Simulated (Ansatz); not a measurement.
Cu Kα1 powder pattern (kinematic, no thermal factors).
2θ (°) (relative intensity): 14.98 (1), 23.72 (2), 24.60 (2), 25.12 (1), 29.08 (100), 30.10 (1), 41.57 (38), 41.60 (38), 51.51 (7), 51.56 (20), 60.27 (12), 68.27 (17), 68.31 (17), 75.84 (6), 75.90 (13), 75.92 (6)

The pattern is computed from a structure relaxed with DFT PBE, scalar-relativistic, plane waves, PAW in Ansatz. No spin polarisation. Its elements are Cd, Hg, Te.

**Question.** Give the structure.

**Answer.** Cd3Hg2Te5.
Space group R-3m:H (No. 166). a = 4.338 Å, b = 4.338 Å, c = 53.186 Å, α = 90.00°, β = 90.00°, γ = 120.00°
```csv
atom,site,symmetry,x,y,z
Cd,6c,3m,0.3333,0.6667,0.8667
Cd,3a,-3m,0.0000,0.0000,0.0000
Hg,6c,3m,0.6667,0.3333,0.7334
Te,3b,-3m,0.6667,0.3333,0.8333
Te,6c,3m,0.3333,0.6667,0.7676
Te,6c,3m,0.0000,0.0000,0.6993
```

A pattern alone doesn't exclude other cells with like lines; this is the one computed.

It was reached by relaxing an invented guess, and it needn't be the stable form of this composition.
